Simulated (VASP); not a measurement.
Here is a VASP 6.6.1 calculation.

Contents of INCAR:

```
  ALGO = Normal
  EDIFF = 1E-7
  ENCUT = 520
  GGA = PE
  ISIF = 2
  ISMEAR = 0
  LASPH = T
  LCHARG = F
  LREAL = F
  LWAVE = F
  NBANDS = 16
  NELM = 80
  PREC = Accurate
  SIGMA = 0.05
```

The input KPOINTS:

```
k-points
0
Gamma
  8 8 8
```

File POSCAR:

```
CdTe
1.0
    0.0000000000      3.3086866899      3.3086866899
    3.3086866899      0.0000000000      3.3086866899
    3.3086866899      3.3086866899      0.0000000000
Cd Te
1 1
Direct
    0.0000000000      0.0000000000      0.0000000000
    0.7500000000      0.7500000000      0.7500000000
```

Potentials or basis: VASP PAW PBE potentials, release 64 (Cd, Te).

Run with:

```sh
$ cat potpaw_PBE.64/Cd/POTCAR potpaw_PBE.64/Te/POTCAR > POTCAR
$ mpirun -np 1 vasp_std > vasp.out
```

Task: Estimate the band gap on the k mesh.

Result: 0.58 eV, direct.

Task: Estimate the pressure.

Result: 0.1 GPa.

Caveat: spin-orbit coupling is left out, which moves the levels of the heavy elements.

**What was measured.**

A printed reference work, data compilation reports, for a bulk crystal of CdTe at 0 K: band gap 1.607 eV.

A measured gap of CdTe is 1.607 eV (0 K; a printed reference work, data compilation); the calculated 0.58 eV misses it by -1.02 eV. So large a miss can be the level of theory's own, or it may mean another phase, state or a wrong row. Spin-orbit coupling on Cd, Te is left out. The value is that of PBE, without temperature or zero-point motion. Semilocal functionals fall short of measured gaps as a rule.
